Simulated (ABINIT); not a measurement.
# TiB2 (P6/mmm) in ABINIT: further runs, part 3 of 3

ABINIT 10.8.3 (patched build).

## (4) Equation of state, RPBE+D3

Input file run.py:

```python
import json, os
import numpy as np
from ase.eos import EquationOfState
from ase.units import GPa
from ase.calculators.mixing import SumCalculator
from dftd3.ase import DFTD3
from ase.calculators.abinit import Abinit, AbinitProfile
from ase import Atoms

atoms = Atoms(['Ti', 'B', 'B'],
              cell=[[3.0292, 0.0, 0.0], [-1.5146, 2.6233641531, 0.0], [0.0, 0.0, 3.2284]],
              scaled_positions=[[0.0, 0.0, 0.0], [0.6666666667, 0.3333333333, 0.5], [0.3333333333, 0.6666666667, 0.5]],
              pbc=True)

profile = AbinitProfile(command='abinit', pp_paths=[os.path.abspath('pseudos')])
params = dict(
    pps='pawxml', xc='PBE',
    ecut=408.1708,
    pawecutdg=816.3416,
    pawovlp=30,
    kptopt=1,
    ngkpt=[10, 10, 8],
    nshiftk=1,
    shiftk=[0.0, 0.0, 0.0],
    ixc=15,
    nband=13,
    occopt=3,
    tsmear=0.05,
    nstep=100,
    tolvrs=1e-09,
    prtwf=0,
    prtden=0,
)

cell0 = atoms.cell.copy()
volumes, energies = [], []
for i, x in enumerate([0.94, 0.96, 0.98, 1.0, 1.02, 1.04, 1.06]):
    atoms.set_cell(cell0 * x ** (1 / 3), scale_atoms=True)
    atoms.calc = SumCalculator([Abinit(profile=profile, directory=f'v{i}', **params), DFTD3(method='rpbe', damping='d3zero')])
    volumes.append(atoms.get_volume() / len(atoms))
    dft, disp = atoms.calc.mixer.calcs
    energies.append((dft.get_property('free_energy', atoms) + disp.get_property('energy', atoms)) / len(atoms))
    print(f'{x:5.2f} {volumes[-1]:10.5f} A^3/atom {energies[-1]:14.6f} eV/atom', flush=True)
    json.dump(dict(volumes=volumes, energies=energies), open('results.json', 'w'))
v0, e0, b0 = EquationOfState(volumes, energies, eos='birchmurnaghan').fit()
print(f'V0 {v0:.4f} A^3/atom  E0 {e0:.6f} eV/atom  B0 {b0 / GPa:.2f} GPa')
```

Potentials or basis: JTH PAW PBE v2.0.

Launch:

```console
> python run.py
```

Output:

```text
0.94    8.03860 A^3/atom    -584.741110 eV/atom
 0.96    8.20963 A^3/atom    -584.751263 eV/atom
 0.98    8.38067 A^3/atom    -584.755044 eV/atom
 1.00    8.55170 A^3/atom    -584.753039 eV/atom
 1.02    8.72274 A^3/atom    -584.745778 eV/atom
 1.04    8.89377 A^3/atom    -584.733884 eV/atom
 1.06    9.06481 A^3/atom    -584.717704 eV/atom
V0 8.4038 A^3/atom  E0 -584.755090 eV/atom  B0 261.93 GPa
```

abinit.in:

```text
ecut 408.1708 eV
ixc 15
kptopt 1
natom 3
nband 13
ngkpt
10 10 8
nshiftk 1
nsppol 1
nstep 100
occopt 3
pawecutdg 816.3416 eV
pawovlp 30
prtden 0
prtwf 0
shiftk
0.0 0.0 0.0
tolvrs 1e-09
tsmear 0.05 eV
#Definition of the unit cell
acell
1.00000000000000 1.00000000000000 1.00000000000000 Angstrom
rprim
3.08861116168138 0.00000000000000 0.00000000000000
-1.54430558084069 2.67481572838356 0.00000000000000
0.00000000000000 0.00000000000000 3.29171803590788
chkprim 0 # Allow non-primitive cells
#Definition of the atom types
ntypat 2
znucl 5 22
#Enumerate different atomic species
typat
 2 1 1
pseudos "./pseudos/B.GGA_PBE-JTH.xml,
./pseudos/Ti.GGA_PBE-JTH.xml"
#Definition of the atoms
xcart
0.00000000000000 0.00000000000000 0.00000000000000
2.91831460268225 1.68488972107349 3.11022278567187
-0.00000000029183 3.36977944265245 3.11022278567187
chkexit 1 # abinit.exit file in the running directory terminates after the current SCF
```

abinit.abo:

```text
.Version 10.8.3 of ABINIT
 Symmetries : space group P6/m m m (#191); Bravais hP (primitive hexag.)
================================================================================
 Values of the parameters that define the memory need of the present run
     intxc =       0    ionmov =       0      iscf =      17    lmnmax =      18
     lnmax =       6     mgfft =      24  mpssoang =       3    mqgrid =    3001
     natom =       3  nloc_mem =       2    nspden =       1   nspinor =       1
    nsppol =       1      nsym =      24    n1xccc =       1    ntypat =       2
    occopt =       3   xclevel =       2
       mpw =         521          nfft =       13824          nkpt =          70
 PAW method is used; the additional fine FFT grid is defined by:
   mgfftf=        32    nfftf =     28800
================================================================================
================================================================================

--------------------------------------------------------------------------------
------------- Echo of variables that govern the present computation ------------
--------------------------------------------------------------------------------
 -outvars: echo values of preprocessed input variables --------
            acell      1.8897261259E+00  1.8897261259E+00  1.8897261259E+00 Bohr
              amu      1.08110000E+01  4.78800000E+01
          chkexit           1
          chkprim           0
             ecut      1.50000002E+01 Hartree
                       outvar_i_n : Printing only first  50 k-points.
              ixc          15
                       outvar_i_n : Printing only first  50 k-points.
         kptrlatt       10    0    0      0   10    0      0    0    8
          kptrlen      4.97635646E+01
            natom           3
            nband          13
            ngfft          24      24      24
          ngfftdg          30      30      32
             nkpt          70
            nstep         100
             nsym          24
           ntypat           2
                       prtocc : prtvol=0, do not print more k-points.
           occopt           3
        pawecutdg      3.00000005E+01 Hartree
          pawovlp      3.0000000000E+01
         pawxcdev           0
           prtden           0
            prtwf           0
            rprim      3.0886111617E+00  0.0000000000E+00  0.0000000000E+00
                      -1.5443055808E+00  2.6748157284E+00  0.0000000000E+00
                       0.0000000000E+00  0.0000000000E+00  3.2917180359E+00
          spgroup         191
           tolvrs      1.00000000E-09
           tsmear      1.83746611E-03 Hartree
            typat      2  1  1
           useylm           1
                       outvars : Printing only first  50 k-points.
           xangst      0.0000000000E+00  0.0000000000E+00  0.0000000000E+00
                       1.5443055808E+00  8.9160524279E-01  1.6458590180E+00
                      -1.7983805547E-17  1.7832104856E+00  1.6458590180E+00
[... 156 lines left out ...]
    2     -0.00000000000000     0.00000000000000    -0.00000000000000
    3      0.00000000000000    -0.00000000000000    -0.00000000000000
 frms,max,avg= 1.7000859E-29 3.8444639E-29   0.000E+00  0.000E+00  0.000E+00 h/b

 cartesian forces (eV/Angstrom) at end:
    1     -0.00000000000000    -0.00000000000000    -0.00000000000000
    2     -0.00000000000000     0.00000000000000    -0.00000000000000
    3      0.00000000000000    -0.00000000000000    -0.00000000000000
 frms,max,avg= 8.7421932E-28 1.9769028E-27   0.000E+00  0.000E+00  0.000E+00 e/A
 length scales=  1.889726125908  1.889726125908  1.889726125908 bohr
              =  1.000000000000  1.000000000000  1.000000000000 angstroms
 Fermi (or HOMO) energy (hartree) =   0.34663   Average Vxc (hartree)=  -0.44580
 Eigenvalues (hartree) for nkpt=  70  k points:
 kpt#   1, nband= 13, wtk=  0.00125, kpt=  0.0000  0.0000  0.0000 (reduced coord)
  -1.75407   -0.88176   -0.87194   -0.87194   -0.13874    0.25731    0.25731    0.26346
   0.27574    0.41253    0.41253    0.47369    0.47369
      occupation numbers for kpt#   1
   2.00000    2.00000    2.00000    2.00000    2.00000    2.00000    2.00000    2.00000
   2.00000    0.00000    0.00000    0.00000    0.00000
 prteigrs : prtvol=0 or 1, do not print more k-points.

--- !EnergyTerms
iteration_state     : {dtset: 1, }
comment             : Components of total free energy in Hartree
kinetic             :  1.12459992899613E+01
hartree             :  1.18744491087730E+01
xc                  : -5.57152734666509E+00
Ewald energy        : -5.03218229183408E+01
psp_core            :  3.32364468581889E+00
local_psp           : -3.52528405537883E+01
PAW spherical_terms :  2.82937187560647E-01
internal            : -6.44191605466802E+01
'-kT*entropy'       : -2.40149684733630E-04
total_energy        : -6.44194006963650E+01
total_energy_eV     : -1.75294119408340E+03
...

--- !EnergyTermsDC
iteration_state     : {dtset: 1, }
comment             : '"Double-counting" decomposition of free energy'
band_energy         : -7.22341129034758E+00
Ewald energy        : -5.03218229183408E+01
psp_core            :  3.32364468581889E+00
xc_dc               : -1.09154646645991E+01
PAW spherical_terms :  7.17889238376791E-01
internal            : -6.44191649490918E+01
'-kT*entropy'       : -2.40149684733630E-04
total_energy_dc     : -6.44194050987765E+01
total_energy_dc_eV  : -1.75294131387913E+03
...

--- !EnergyTermsWithPAWCore
iteration_state     : {dtset: 1, }
comment             : 'Components of total free energy, including PAW core contributions'
Total energy        : -9.03862495014067E+02
Total energy DC     : -9.03862499416478E+02
Total energy (eV)   : -2.45953514650838E+04
Total energy DC (eV): -2.45953515848796E+04
...

 Cartesian components of stress tensor (hartree/bohr^3)
  sigma(1 1)=  3.17834937E-04  sigma(3 2)=  0.00000000E+00
  sigma(2 2)=  3.17834938E-04  sigma(3 1)=  0.00000000E+00
  sigma(3 3)=  2.41013278E-04  sigma(2 1)=  0.00000000E+00

-Cartesian components of stress tensor (GPa)         [Pressure= -8.5976E+00 GPa]
- sigma(1 1)=  9.35102669E+00  sigma(3 2)=  0.00000000E+00
- sigma(2 2)=  9.35102671E+00  sigma(3 1)=  0.00000000E+00
- sigma(3 3)=  7.09085545E+00  sigma(2 1)=  0.00000000E+00

== END DATASET(S) ==============================================================
================================================================================

 -outvars: echo values of variables after computation  --------
            acell      1.8897261259E+00  1.8897261259E+00  1.8897261259E+00 Bohr
           etotal     -6.4419405099E+01
            fcart     -7.6889277714E-30 -4.4392045187E-30 -0.0000000000E+00
                      -3.0755711086E-29  8.8784090374E-30 -0.0000000000E+00
                       3.8444638857E-29 -4.4392045187E-30 -0.0000000000E+00
            rprim      3.0886111617E+00  0.0000000000E+00  0.0000000000E+00
                      -1.5443055808E+00  2.6748157284E+00  0.0000000000E+00
                       0.0000000000E+00  0.0000000000E+00  3.2917180359E+00
           strten      3.1783493716E-04  3.1783493777E-04  2.4101327813E-04
                       0.0000000000E+00  0.0000000000E+00  0.0000000000E+00
           xangst      0.0000000000E+00  0.0000000000E+00  0.0000000000E+00
                       1.5443055808E+00  8.9160524279E-01  1.6458590180E+00
                      -1.7983805547E-17  1.7832104856E+00  1.6458590180E+00
             xred      0.0000000000E+00  0.0000000000E+00  0.0000000000E+00
                       6.6666666667E-01  3.3333333333E-01  5.0000000000E-01
                       3.3333333333E-01  6.6666666667E-01  5.0000000000E-01
 Calculation completed.
```

Run time: 2 min. Hardware: 1 thread of Arm Neoverse V1, shared host; peak memory 0.12 GiB.

Results:

```yaml
Equilibrium_volume: 8.40 Å³/atom
Bulk_modulus_at_fixed_shape_and_positions: 262 GPa
Pressure_derivative_of_the_bulk_modulus: 4.1
```

Energy against volume, from the lowest point:
| volume (Å³/atom) | energy (meV/atom) |
| --- | --- |
| 8.039 | 13.93 |
| 8.210 | 3.78 |
| 8.381 | 0.00 |
| 8.552 | 2.01 |
| 8.723 | 9.27 |
| 8.894 | 21.16 |
| 9.065 | 37.34 |

Caveat: pressures at fixed basis lie under the slope of the energies; the log and the count of SCF iterations are those of the last ABINIT call alone; the cell was scaled at fixed shape and fractional positions, which overstates the stiffness of a crystal with free parameters, most of all of layers and chains; the PAW data sets were made with another functional, which shifts forces and pressure a little; the atomic spheres overlap.
